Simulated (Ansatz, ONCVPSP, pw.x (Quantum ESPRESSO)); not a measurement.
**pw.x on diamond P: one setting changed**

Potential: optimised norm-conserving Vanderbilt (ONCV), ONCVPSP 4.0.1.1 (patched build), PBE; core [Ne], reference 3s1.75 3p3.25; waves: 3s: rc 1.60 bohr, ncon 4, nbas 8, qcut 3.2 1/bohr, 2 projectors, debl 1.5 Ha; 3p: rc 1.90 bohr, ncon 3, nbas 7, qcut 3.5 1/bohr, 2 projectors, debl 1.4 Ha; d scattering state at 0.15 Ha: rc 1.60 bohr, ncon 4, nbas 7, qcut 6.8 1/bohr, local; local part: the d channel; core correction: polynomial model core, fcfact 0.45.

The reference run (k-mesh 8³, cutoffs 155/620 Ry, Fermi–Dirac 0.01 Ry, mixing_beta 0.4, conv_thr 1e-9, no spin) gives -0.16 GPa at 20.949 Å³/atom, where all-electron LAPW gives -0.21 GPa. This run, with its own iteration cap, changes smearing to mp.

```
&control
  calculation='scf', prefix='x', pseudo_dir='./', outdir='./tmp', tstress=.true., disk_io='none'
/
&system
  ibrav=0, nat=2, ntyp=1, ecutwfc=155, ecutrho=620, nbnd=12,
  occupations='smearing', smearing='mp', degauss=0.01
/
&electrons
  conv_thr=1e-09, mixing_beta=0.4, electron_maxstep=60
/
ATOMIC_SPECIES
P 1.0 P.UPF
CELL_PARAMETERS angstrom
  0.00000000 2.75668895 2.75668895
  2.75668895 0.00000000 2.75668895
  2.75668895 2.75668895 0.00000000
ATOMIC_POSITIONS crystal
P 0.0000 0.0000 0.0000
P 0.2500 0.2500 0.2500
K_POINTS automatic
8 8 8 0 0 0
```

```bash
pw.x < P.scf.in > P.scf.out
```

Task: How does the run end?

Result: It converges in 7 iterations; the free energy moves by +27.8 meV/atom and the pressure by +0.12 GPa. This scheme is built to cancel the term in the square of the width that Fermi–Dirac smearing leaves in the F of a metal.

```
Message from routine setup:
     using ibrav=0 with symmetry is DISCOURAGED, use correct ibrav instead
     lattice parameter (alat)  =       7.3672  a.u.
     unit-cell volume          =     282.7417 (a.u.)^3
     number of electrons       =        10.00
     number of Kohn-Sham states=           12
     kinetic-energy cutoff     =     155.0000  Ry
     charge density cutoff     =     620.0000  Ry
     scf convergence threshold =      1.0E-09
     Exchange-correlation= PBE
     number of k points=    29  Methfessel-Paxton smearing, width (Ry)=  0.0100
     iteration #  1     ecut=   155.00 Ry     beta= 0.40
     total energy              =     -33.53004500 Ry
     estimated scf accuracy    <       0.02047730 Ry
     iteration #  2     ecut=   155.00 Ry     beta= 0.40
     total energy              =     -33.52888373 Ry
     estimated scf accuracy    <       0.00533298 Ry
     iteration #  3     ecut=   155.00 Ry     beta= 0.40
     total energy              =     -33.52919313 Ry
     estimated scf accuracy    <       0.00011062 Ry
     iteration #  4     ecut=   155.00 Ry     beta= 0.40
     total energy              =     -33.52920875 Ry
     estimated scf accuracy    <       0.00000053 Ry
     iteration #  5     ecut=   155.00 Ry     beta= 0.40
     total energy              =     -33.52920931 Ry
     estimated scf accuracy    <       0.00000006 Ry
     iteration #  6     ecut=   155.00 Ry     beta= 0.40
     total energy              =     -33.52920932 Ry
     estimated scf accuracy    <          6.7E-09 Ry
     iteration #  7     ecut=   155.00 Ry     beta= 0.40
     the Fermi energy is     6.6570 ev
!    total energy              =     -33.52920932 Ry
     estimated scf accuracy    <          3.6E-11 Ry
     smearing contrib. (-TS)   =       0.00001088 Ry
     The total energy is F=E-TS. E is the sum of the following terms:
     one-electron contribution =       4.02052277 Ry
     hartree contribution      =       2.54912363 Ry
     xc contribution           =     -14.24746645 Ry
     ewald contribution        =     -25.85140014 Ry
     convergence has been achieved in   7 iterations
          total   stress  (Ry/bohr**3)                   (kbar)     P=       -0.39
     Message from routine punch:
     Nothing written, as per user request (disk_io='none')
```

The run took about 48 s on one core of a shared host (Intel(R) Xeon(R) Platinum 8259CL CPU @ 2.50GHz, 96 threads, 755 GiB, load 56).
